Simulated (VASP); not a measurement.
**Results of a VASP single-point calculation on AlN (strained wurtzite)**

POSCAR

```
Al N
 1.0000000000000000
     3.1066937601931870    0.0000000000000000    0.0000000000000000
    -1.5533468800965935    2.6904757181059007    0.0000000000000000
     0.0000000000000000    0.0000000000000000    4.9288056363999999
 Al  N
   2   2
Cartesian
  0.0000000000000001  1.7936504787372671 -0.0210060977643792
  1.5533468800965935  0.8968252393686336  2.4433967204356208
  0.0000000000000001  1.7936504787372671  1.8693082114143795
  1.5533468800965935  0.8968252393686336  4.3337110296143795
```

* gap between bands v and c: 4.28 eV
* least direct gap: 4.28 eV
* largest force: 0.02 eV/Å

Band v is the last that the valence electrons fill when counted band by band, and c is the next. Levels in eV from the top of v:

| point | v−1 | v | c | c+1 |
| --- | --- | --- | --- | --- |
| Γ | -0.30 | 0.00 | 4.28 | 6.64 |
| M | -1.84 | -0.76 | 5.76 | 5.85 |
| K | -2.46 | -2.46 | 5.06 | 8.33 |
| A | -0.65 | -0.65 | 6.50 | 6.50 |
| L | -1.40 | -1.40 | 5.33 | 5.33 |
| H | -0.81 | -0.81 | 7.46 | 7.46 |

Which of these levels of theory gave these results?
A. PBE
B. LDA
C. PBE with spin–orbit coupling
D. PBEsol
E. HSE06
F. PBE0
G. r²SCAN

A.

The INCAR was:

```
NBANDS = 16
PREC = Accurate
EDIFF = 1E-7
LCHARG = .FALSE.
LREAL = .FALSE.
NELM = 120
SIGMA = 0.02
NSW = 0
GGA = PE
LWAVE = .FALSE.
ISMEAR = -1
ENCUT = 520
ISIF = 2
LASPH = .TRUE.
IBRION = -1
```
